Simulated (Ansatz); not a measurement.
**BeTe: frozen-core PAW against all-electron methods**

```xyz
2
Lattice="0.0000 2.6801 2.6801 2.6801 0.0000 2.6801 2.6801 2.6801 0.0000" Properties=species:S:1:pos:R:3 pbc="T T T"
Be    0.0000    0.0000    0.0000
Te    2.6801    2.6801    2.6801
```

Atom numbers follow the list: Be1, Te2.

The conventional cell has a = 5.360 Å, b = 5.360 Å, c = 5.360 Å, α = 90.00°, β = 90.00°, γ = 90.00°. Be (atom 1) has 6 Te at 2.68 Å as nearest neighbours. Te (atom 2) has 6 Be at 2.68 Å as nearest neighbours.

The cell was built from the rocksalt type and relaxed in the same program, and has space group Fm-3m; it needn't be a known or the stable phase.

No spin–orbit coupling, which matters for the heavy atoms here.

Levels of theory: DFT, PBE, PAW with Ansatz's default frozen-core files, scalar-relativistic (Ansatz 0.2.0); DFT, PBE, all-electron PAW with datasets made for the crystal, scalar-relativistic (Ansatz 0.2.0); DFT, PBE, all-electron LAPW, scalar-relativistic (Ansatz 0.2.0).

For PAW: a Γ-centred 13×13×13 k mesh, Fermi–Dirac smearing of 0.05 eV, cutoff 420 eV, no spin polarisation. The crystal-made all-electron datasets (AE datasets) take a cutoff of 160 eV at this cell. LAPW targets a basis error of 1 meV/atom. The Ansatz runs share mesh, smearing and spin set-up. Plane-wave (PAW) pressures include the program's estimate of the Pulay term.

Stress and pressure are positive in compression.

Levels count from the Fermi level.

| quantity | PAW | AE datasets | LAPW |
| --- | --- | --- | --- |
| pressure (GPa) | 0.00 | 0.02 | 0.02 |
| highest filled level at K (eV) | -2.337 | -2.338 | -2.338 |
| lowest empty level at K (eV) | 0.572 | 0.572 | 0.572 |
| highest filled level at Γ (eV) | -0.244 | -0.245 | -0.244 |
| lowest empty level at Γ (eV) | 3.078 | 3.079 | 3.079 |
| highest filled level at U (eV) | -2.337 | -2.338 | -2.338 |
| lowest empty level at U (eV) | 0.572 | 0.572 | 0.572 |
